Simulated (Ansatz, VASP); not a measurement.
## Ba: VASP beside Ansatz

```
Ba
1.0
    -2.50000    2.50000    2.70000
     2.50000   -2.50000    2.70000
     2.50000    2.50000   -2.70000
Ba
1
Cartesian
  0.0000 0.0000 0.0000
```

Change from the starting cell: strain +0.000 along x and y, +0.080 along z, atoms carried along.

Alike in both runs: task single point; functional LDA; k mesh 14 × 14 × 14; occupations gaussian, width 0.15 eV; no spin polarisation.

|  | VASP | Ansatz |
| --- | --- | --- |
| version | VASP 6.6.1 | Ansatz 0.2.0 |
| potentials or method | VASP PAW LDA potentials, release 64 (Ba_sv) | scalar-relativistic, plane waves, PAW |
| plane-wave cutoff (eV) | 520 | 420 |
| valence electrons in the cell | 10 | 10 |

|  | VASP | Ansatz | Ansatz less VASP |
| --- | --- | --- | --- |
| gap on the k mesh at the Fermi level (eV) | none | none | - |
| pressure (GPa) | -1.6 | -1.7 | -0.02 |
| largest component of the traceless stress (GPa) | 0.10 | 0.10 | -0.003 |

A gap of «none» marks a metal or a gap that the smearing closes.

The runs have no spin-orbit coupling, so splittings on Ba are missing.
